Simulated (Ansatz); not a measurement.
# CaO (Fm-3m) in Ansatz: projected density of states with HISS

Aim: the projected density of states of CaO with HISS.

Program: Ansatz 0.2.0. These are calculated values, not measurements. Logs are shortened: lines on timing, memory, paths and dates and some standing lists are left out, and cuts for length are marked.

### Step 1. The crystal as given

Symmetry: Fm-3m, No. 225, cubic system. Conventional cell: a = 4.807 Å, b = 4.807 Å, c = 4.807 Å, α = 90.00°, β = 90.00°, γ = 90.00°. Ca (site symmetry m-3m) has 6 O at 2.40 Å as nearest neighbours. O (site symmetry m-3m) has 6 Ca at 2.40 Å as nearest neighbours.

The cell is a database's computed one.

### Step 2. Projected density of states, HISS

input.yaml reads:

```yaml
crystal:
  lattice: { a: 4.80711139, b: 4.80711139, c: 4.80711139, alpha: 90.0, beta: 90.0, gamma: 90.0 }
  space_group: 225
  reduce_to_primitive: true
  atoms:
    - { symbol: Ca, wyckoff: "4a", position: [0.0, 0.0, 0.0] }
    - { symbol: O, wyckoff: "4b", position: [0.5, 0.0, 0.0] }
hamiltonian:
  xc: hiss
  pseudopotentials: { kind: paw }
kpoints:
  mp_grid: { grid: [6, 6, 6] }
scf:
  occupations: { method: methfessel_paxton, width: 0.1 }
  exx: { singularity: none }
  n_extra_bands: 6
output:
  forces: true
  stress: true
  eigenvalues: true
  dos: { projected: true, de: 0.05 }
  write_density: true
  write_potential: true
  elf: true
  volumetric_format: npy
```

Potentials or basis: Ansatz PAW.

Run with:

```sh
ansatz run input.yaml --threads 1 --pin off --max-ram 2560MiB --backend cpu --events-out ev --progress --plain --runs-dir out
```

The program printed:

```text
Warning: output.stress: scf.convergence.dr2_threshold = 1e-7 eV (the SCF's general default) is looser than the 2e-10 eV advised for a printed stress (1e-10 eV for each atom of the cell: 2). What an SCF threshold leaves in a stress goes as its square root, and in the free energy as the threshold itself, and one threshold admits the most on a small cell: of the crystals measured, under no hybrid functional and no lock of the moments, on runs that ended without the residual-converged pass, on stresses that held no estimate of that error, the worst erred by over 100 MPa in a component at 1e-7 eV an atom and by under 5 at 1e-10. Set scf.convergence.dr2_threshold to 2e-10 eV or tighter. The threshold is an SCF's pass mark: one that does not reach it within its budget of iterations ends unconverged, or closes short of it on a stop that the run arms, and scf.convergence.dr2_threshold's page says what that costs each kind of run
Warning: output.stress: scf.exx.energy_threshold = 1e-6 eV is looser than the 2e-8 eV advised for a stress under a hybrid functional (1e-8 eV for each atom of the cell: 2). Every SCF of the exchange loop can meet its threshold on dr2 while the loop round them stops early: no threshold on dr2 bounds what that leaves in the stress. Set scf.exx.energy_threshold to 2e-8 eV or tighter. The threshold is the loop's pass mark: a loop that does not reach it within its budget of cycles ends unconverged, and scf.exx.energy_threshold's page has the law
Warning: RAYON_NUM_THREADS=1 ignored (pool sized by the plan → 1); use --threads N
crystal.space_group: 225 is read as Fm-3m: the typed cell holds Ca4O4 (Ca 4a, O 4b). Least distances (Å): Ca–Ca 3.399, Ca–O 2.404, O–O 3.399
crystal.space_group generates its sites in this order, which a site index counts, at these fractional coordinates of the primitive cell where crystal.reduce_to_primitive is true, and else of the cell that is read (crystal.supercell repeats the list replica by replica, and crystal.defects acts on that): 0: Ca [0.000000, 0.000000, 0.000000]; 1: O [0.500000, 0.500000, 0.500000];
scf.n_extra_bands = 6 over 8 filled bands (N_el = 16.0): the run solves 14 bands
Engine: ansatz 0.2.0, aarch64-unknown-linux-gnu
Pseudopotentials: kind: paw
Pseudopotential: Ca, paw, valence charge 10, recommended cutoff 420 eV (normal), Ca.paw.azcp
Pseudopotential: O, paw, valence charge 6, recommended cutoff 420 eV (normal), O.paw.azcp
Functional definition: HISS
  parameter a = 0.6
  parameter omega_sr = 0.84/bohr
  parameter omega_lr = 0.20/bohr
  exchange = wpbe_x - a*(pbe_x_sr(omega_lr) - pbe_x_sr(omega_sr)) + a*(exact_x_sr(omega_lr) - exact_x_sr(omega_sr))
  correlation = pbe_c
Crystal: 2 atoms, lattice volume = 27.771 Å³
Basis set: ecut = 420 eV, 537 PW (Γ), exchange–correlation on 48×48×48 points (8 copies of the dense FFT grid, shifted against one another)
Bands: 14, of which v1, the nominal top of the filled ones, is band 8 counted from 1 (7 counted from 0)
Symmetry: 48 space group operations
Space group: Fm-3m (ITA 225), of the structure as read, at distance tolerance 3.0e-5 Å
k-points: 16 of 216
Non-local potential: Ca, projectors of the file, l = 0: 3, l = 1: 2, l = 2: 2
Non-local potential: O, projectors of the file, l = 0: 2, l = 1: 2, l = 2: 1
PAW form: soft (Blöchl's): semilocal exchange-correlation on the pseudo side does not see the compensation charge
PAW frozen core: Ca, regenerated for the run's functional, and the local potential with it (the file was generated under x = pbe(κ = 0.804, μ = 0.2195149727645171), c = pbe(β = 0.06672455060314922))
PAW frozen core: O, regenerated for the run's functional, and the local potential with it (the file was generated under x = pbe(κ = 0.804, μ = 0.2195149727645171), c = pbe(β = 0.06672455060314922))
PAW one-centre angular grid: Ca, 110 points (default); XC on 64 Gauss nodes
PAW one-centre angular grid: O, 110 points (default); XC on 96 Gauss nodes
Initial density: superposition of atomic densities (neutral atoms: chi_scale 0, normalization atom), corrected by the library's trained network
Initial wavefunctions: pseudopotential atomic-orbital guess
Functional: x = wpbeh, c = pbe(β = 0.06672455060314922), warm-up for x = wpbeh + 0.6 (exact − pbe) at middle range (ω = 1.5873699446856468 to 0.37794522492515403 Å⁻¹), c = pbe(β = 0.06672455060314922)
SCF iter   1: F=—  HF=-2388.919026 eV  |F-HF|=—  |Δ(HF+E_count)|=         —  Δρ=2.81e-3  dr2=9.35e-4  ethr=1.77e-3  ⟨swp⟩=2.0  Hψ=1592  notcnv=0
preconditioner: auto → none  [insulator: Δε(μ)=3.650 eV  Ē_g=19.044 eV  σ=0.100 eV  W_gap=1.00  n_scr=8 (ndim 8)  ℏωp=26.4 eV  f_vac=0.000  D(μ)=-0.00/eV (n_scr^D=0)]
iter 2 solved again at ethr=2.90e-7 eV; its pass at ethr=5.84e-6 eV (dr2=4.64e-5 eV) is discarded
SCF iter   2: F=-2388.918891 eV  HF=-2388.918882 eV  |F-HF|=8.51e-6  |Δ(HF+E_count)|=   1.44e-4  S|Δr|=    0.00e0  Δρ=7.49e-4  dr2=4.55e-5  ethr=2.90e-7  ⟨swp⟩=2.9  Hψ=761  notcnv=0
SCF 1 stopped early in 2 iterations: F = -2388.918891 eV  dr2 = 4.55e-5
Initial density: handed on by an earlier stage of this run
Initial wavefunctions: those handed on with the density
Functional: x = wpbeh + 0.6 (exact − pbe) at middle range (ω = 1.5873699446856468 to 0.37794522492515403 Å⁻¹), c = pbe(β = 0.06672455060314922)
Exchange kernel: α = 0.0000 at short range, 0.6000 at middle range (ω = 1.5874, 0.3779 Å⁻¹), several ranges, finite q→0 limit: no correction, no radius, q-mesh 6×6×6, nearest image of the exchange supercell L = 20.39 Å, pair-density grid 15×15×15, without the augmentation charges, whose exchange is taken in its separable form by FFT convolution over the k-point mesh (sized by the pseudopotential files, 20×20×20 at the most), smooth part of the exact exchange by density-matrix convolution
Frozen-core exchange: fock
SCF iter   1: F=—  HF=-2390.445738 eV  |F-HF|=—  |Δ(HF+E_count)|=         —  Δρ=1.84e-2  dr2=1.43e-1  ethr=2.84e-6  ⟨swp⟩=6.1  Hψ=1068  notcnv=0
preconditioner: auto → none  [insulator: Δε(μ)=6.564 eV  Ē_g=23.455 eV  σ=0.100 eV  W_gap=1.00  n_scr=8 (ndim 8)  ℏωp=26.4 eV  f_vac=0.000  D(μ)=0.00/eV (n_scr^D=0)]
SCF iter   2: F=—  HF=-2390.414383 eV  |F-HF|=—  |Δ(HF+E_count)|=   3.14e-2  S|Δr|=    0.00e0  Δρ=1.56e-2  dr2=5.37e-2  ethr=2.84e-6  ⟨swp⟩=4.9  Hψ=783  notcnv=0
SCF iter   3: F=—  HF=-2390.403002 eV  |F-HF|=—  |Δ(HF+E_count)|=   1.14e-2  S|Δr|=    0.00e0  Δρ=3.27e-3  dr2=5.10e-3  ethr=2.84e-6  ⟨swp⟩=4.2  Hψ=638  notcnv=0
SCF iter   4: F=—  HF=-2390.420473 eV  |F-HF|=—  |Δ(HF+E_count)|=   1.75e-2  S|Δr|=    0.00e0  Δρ=1.80e-3  dr2=1.48e-3  ethr=2.84e-6  ⟨swp⟩=3.6  Hψ=490  notcnv=0
SCF iter   5: F=—  HF=-2390.420075 eV  |F-HF|=—  |Δ(HF+E_count)|=   3.98e-4  S|Δr|=    0.00e0  Δρ=1.85e-4  dr2=3.86e-5  ethr=2.84e-6  ⟨swp⟩=3.1  Hψ=413  notcnv=0
SCF iter   6: F=-2390.420304 eV  HF=-2390.420292 eV  |F-HF|=1.23e-5  |Δ(HF+E_count)|=   2.16e-4  S|Δr|=    0.00e0  Δρ=1.82e-4  dr2=1.22e-5  ethr=2.54e-8  ⟨swp⟩=3.9  Hψ=655  notcnv=0
SCF 2 stopped early in 6 iterations: F = -2390.420304 eV  dr2 = 1.22e-5
hybrid outer 1: dexx = +1.953e-2 eV, tail = 5.17e-5 eV
Exchange kernel: α = 0.0000 at short range, 0.6000 at middle range (ω = 1.5874, 0.3779 Å⁻¹), several ranges, finite q→0 limit: no correction, no radius, q-mesh 6×6×6, nearest image of the exchange supercell L = 20.39 Å, pair-density grid 15×15×15, without the augmentation charges, whose exchange is taken in its separable form by FFT convolution over the k-point mesh (sized by the pseudopotential files, 20×20×20 at the most), smooth part of the exact exchange by density-matrix convolution
Frozen-core exchange: fock
SCF iter   1: F=—  HF=-2390.419896 eV  |F-HF|=—  |Δ(HF+E_count)|=         —  Δρ=5.05e-5  dr2=3.56e-7  ethr=1.61e-6  ⟨swp⟩=2.9  Hψ=476  notcnv=0
preconditioner: auto → none  [insulator: Δε(μ)=6.192 eV  Ē_g=23.314 eV  σ=0.100 eV  W_gap=1.00  n_scr=8 (ndim 8)  ℏωp=26.4 eV  f_vac=0.000  D(μ)=0.00/eV (n_scr^D=0)]
SCF iter   2: F=—  HF=-2390.419898 eV  |F-HF|=—  |Δ(HF+E_count)|=   1.58e-6  S|Δr|=    0.00e0  Δρ=4.44e-5  dr2=4.57e-7  ethr=8.77e-10  ⟨swp⟩=4.1  Hψ=658  notcnv=0  defer=1
SCF iter   3: F=—  HF=-2390.419898 eV  |F-HF|=—  |Δ(HF+E_count)|=   1.19e-7  S|Δr|=    0.00e0  Δρ=1.30e-5  dr2=1.08e-8  ethr=8.77e-10  ⟨swp⟩=3.2  Hψ=423  notcnv=0
SCF iter   4: F=-2390.419898 eV  HF=-2390.419898 eV  |F-HF|=1.09e-11  |Δ(HF+E_count)|=   3.39e-9  S|Δr|=    0.00e0  Δρ=3.08e-7  dr2=2.47e-9  ethr=5.18e-11  ⟨swp⟩=2.9  Hψ=417  notcnv=0
SCF 3 converged in 4 iterations: F = -2390.419898 eV  dr2 = 2.47e-9
  Residual-converged pass: ⟨swp⟩=2.9  Hψ=383  notcnv=0  max |occ|·‖R‖ = 2.3e-6 eV (tolerance 2.4e-6 eV)  dr2=2.48e-9  dr2_onsite=2.39e-12  max |Δocc| = 0.0e0
hybrid outer 2: dexx = +1.154e-6 eV, tail = 1.18e-8 eV, Δε = 5.67e-3 eV (about 1.14e-4 eV left of the loop's levels)
hybrid SCF converged: 2 outer / 10 inner (+2 warm-up), last move |dexx| = 1.15e-6 eV, tail = 1.18e-8 eV
Stability not checked: this state was not tested for a lower state beside it, because the functional holds exact exchange (a hybrid, or Hartree-Fock), whose exchange loop this test does not read (fock_operator; see scf.lower_state_search)
Free energy (F): -2390.419898 eV
Frozen-core exchange: fock
Harris-Foulkes:  -2390.419898 eV  (|F-HF|=1.09e-11)
Internal energy: -2390.419898 eV  (E = F + TS)
E sigma→0 (E₀):  -2390.419898 eV
Fermi energy:    9.051131 eV
Step filling:    the computed levels leave a gap of 6.1921 eV = 61.9 smearing widths at the electron count; against every level under it full and every level over it empty, smearing changes F+E_penalty+E_count by +0.00e0 meV and its σ→0 estimate by +0.00e0 meV
--- Per-component energies (eV) ---
  E_band       = -150.233365
  E_kinetic    = 457.023260
  E_local      = -892.369426  (includes V_loc(G=0)·N_el)
  E_nonlocal   = 110.666880
  E_hartree    = 296.878327
  E_xc         = -162.550291
  E_vxc        = -210.354351  (∫ρ·V_xc dr)
  E_exx        = -57.843450  (= α·E_x^exact, valence–valence)
  E_paw        = -1012.468141  (= ΣΔE_a)
  E_vpaw       = -93.271600  (= ΣTr[D̂ρ^β])
  E_aug_tail   = 0.002461  (compensation charges beyond the density's cutoff)
  E_ewald      = -1129.762139
  E_core_change = 0.002619  (= ΣΔE_core)
  E_smearing   = -0.000000  (= −TS)
  E_closure    = 0.000001  (closes the sum)
  Σ components = -2390.419898   (vs F -2390.419898, Δ=0.00e0)
--- Forces (eV/Å), atoms counted from 1 ---
  atom   1  Ca    -0.00000000     0.00000000    -0.00000000
  atom   2  O      0.00000000    -0.00000000    -0.00000000
  max |Σ_I F_I| component: 3.71e-30 eV/Å
--- Stress (GPa, compression-positive) ---
       -1.627118       0.000000       0.000000
        0.000000      -1.627118      -0.000000
        0.000000      -0.000000      -1.627118
  P = ⅓ Tr σ = -1.6271 GPa (-16.271 kbar)
--- Band table (eV; the first three rows and the last of 16) ---
  k-point 0: bands = ["-35.2488", "-14.0640", "-14.0640", "-14.0640", "-11.6783", "5.9552", "5.9552", "5.9552", "13.1879", "15.1908", "15.1908", "15.1908", "16.8931", "16.8931"]
  k-point 1: bands = ["-35.2188", "-14.5398", "-14.0752", "-14.0752", "-11.1652", "5.0863", "5.6045", "5.6045", "14.3178", "15.0745", "15.7190", "15.7190", "17.5884", "17.5884"]
  k-point 2: bands = ["-35.1580", "-15.2122", "-14.0974", "-14.0974", "-10.4101", "3.7062", "4.9859", "4.9859", "15.3586", "16.3151", "16.9686", "16.9686", "19.0883", "19.0883"]
  k-point 15: bands = ["-35.0899", "-14.6301", "-14.5598", "-14.4220", "-10.9582", "4.5897", "4.7859", "5.0753", "13.6561", "16.7156", "17.6721", "19.1711", "19.2088", "22.1710"]
```

It took 16 s on 1 thread of Arm Neoverse V2, shared host; peak memory 0.79 GiB.

What came out:

| Property | Result |
| --- | --- |
| Free energy | -2390.4199 eV |
| Pressure | -1.6 GPa |
| Band gap on the k mesh | 6.19 eV, indirect (least direct gap 6.64 eV) |

States per cell in windows of 1 eV (zero at the valence-band top; states under -8 eV left out):
```
from (eV)  total  O 2p  Ca 4s  Ca 3p  O 2s
     -8.0   0.00  0.00   0.00   0.00  0.00
     -7.0   0.00  0.00   0.00   0.00  0.00
     -6.0   0.00  0.00   0.00   0.00  0.00
     -5.0   0.00  0.00   0.00   0.00  0.00
     -4.0   0.00  0.00   0.00   0.00  0.00
     -3.0   0.83  0.70   0.10   0.01  0.00
     -2.0   2.92  2.66   0.09   0.04  0.01
     -1.0   2.24  2.12   0.00   0.02  0.00
      0.0   0.00  0.00   0.00   0.00  0.00
      1.0   0.00  0.00   0.00   0.00  0.00
      2.0   0.00  0.00   0.00   0.00  0.00
      3.0   0.00  0.00   0.00   0.00  0.00
      4.0   0.00  0.00   0.00   0.00  0.00
      5.0   0.00  0.00   0.00   0.00  0.00
      6.0   0.07  0.00   0.00   0.00  0.00
      7.0   0.40  0.01   0.01   0.00  0.00
```

Caveat: the pressure holds a Pulay correction of +0.4 GPa for the finite cutoff; the PAW data sets come from PBE, with cores solved anew for the run's functional, which leaves a small shift of forces and pressure; the thresholds are loose for stress. A k mesh can miss the band edges.
